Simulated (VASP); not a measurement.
A run of VASP 6.6.1 is set up as follows.

INCAR

```
PREC     = Accurate       # precision mode
ENCUT    = 520            # plane-wave cutoff, eV
EDIFF    = 1E-6           # SCF threshold, eV
ISMEAR   = 0              # smearing method
SIGMA    = 0.15           # smearing width, eV
LREAL    = F              # projectors in reciprocal space
LASPH    = T              # aspherical terms in the spheres
NELM     = 100            # most SCF steps
ALGO     = Fast           # electronic algorithm
ISIF     = 2              # what is computed and relaxed
LWAVE    = F              # write WAVECAR
LCHARG   = F              # write CHGCAR
GGA      = PE             # functional
NBANDS   = 24             # bands
```

The input KPOINTS:

```
regular mesh
0
Gamma
  18 18 10
```

The input POSCAR:

```
ZrC
1.0
    3.4220096115      0.0000000000      0.0000000000
   -1.7110048058      2.9635472556      0.0000000000
    0.0000000000      0.0000000000      5.1404796478
Zr C
2 2
Direct
    0.3333333333      0.6666666667      0.2500000000
    0.6666666667      0.3333333333      0.7500000000
    0.0000000000      0.0000000000      0.0000000000
    0.0000000000      0.0000000000      0.5000000000
```

Potentials or basis: VASP PAW PBE potentials, release 64 (Zr_sv, C).

Run with:

```console
$ cat potpaw_PBE.64/Zr_sv/POTCAR potpaw_PBE.64/C/POTCAR > POTCAR
$ mpirun -np 1 vasp_std > vasp.out
```

**Question.** Estimate the pressure.

**Answer.** 0.0 GPa.

**Question.** Predict the band gap on the k mesh.

**Answer.** None (metal or under the smearing width).

Stress tensor (GPa, compression positive):
```
-2.58  0.00  0.00
 0.00 -2.58  0.00
 0.00  0.00  5.13
```
